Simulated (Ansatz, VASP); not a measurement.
# Ti in VASP and in Ansatz

```xyz
1
Lattice="-1.6050 1.6050 1.6050 1.6050 -1.6050 1.6050 1.6050 1.6050 -1.6050" Properties=species:S:1:pos:R:3 pbc="T T T"
Ti    0.0000    0.0000    0.0000
```

Alike in both runs: functional PBEsol; k mesh 18 × 18 × 18; occupations gaussian, width 0.1 eV; no spin polarisation.

Ansatz relaxed the structure, and its values are those at the end. VASP's run is a single point on that final structure, the one shown.

```csv
,VASP,Ansatz
version,VASP 6.6.1,Ansatz 0.2.0
potentials or method,"VASP PAW PBE potentials, release 64 (Ti_sv)","scalar-relativistic, plane waves, PAW"
plane-wave cutoff (eV),520,420
valence electrons in the cell,12,12
```

Ansatz gave:

| Item | Value |
| --- | --- |
| gap on the k mesh at the Fermi level (eV) | none |
| pressure (GPa) | 0.0 |

**Question.** Which values does VASP return?

**Answer.** gap on the k mesh at the Fermi level (eV): none; pressure (GPa): -0.2.

A gap of «none» marks a metal or a gap that the smearing closes.

Caveats: the PAW data sets were made with another functional, which shifts forces and pressure a little (VASP).
